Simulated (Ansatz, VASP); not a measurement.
## Two plane-wave programs on WS2

```
S W
1.0
     3.18000    0.00000    0.00000
    -1.59000    2.75396    0.00000
     0.00000    0.00000   26.50000
S W
4 2
Direct
  0.33333 0.66667 0.32658
  0.33333 0.66667 0.44484
  0.66667 0.33333 0.55516
  0.66667 0.33333 0.67342
  0.66667 0.33333 0.38576
  0.33333 0.66667 0.61424
```

Alike in both runs: functional PBE; dispersion D3(BJ); k mesh 9 × 9 × 1; occupations gaussian, width 0.05 eV; no spin polarisation.

Ansatz relaxed the structure, and its values are those at the end. VASP's run is a single point on that final structure, the one shown.

```csv
,VASP,Ansatz
version,VASP 6.6.1,Ansatz 0.2.0
potentials or method,"VASP PAW PBE potentials, release 64 (S, W_sv)","scalar-relativistic, plane waves, PAW"
plane-wave cutoff (eV),520,420
valence electrons in the cell,52,52
```

```tsv
	VASP	Ansatz	Ansatz less VASP
gap on the k mesh at the Fermi level (eV)	1.34	1.32	-0.018
rms of the force components (eV/Å)	0.006	0.005	-0.0010
```

Caveats: spin-orbit coupling is left out, which moves the levels of the heavy elements.
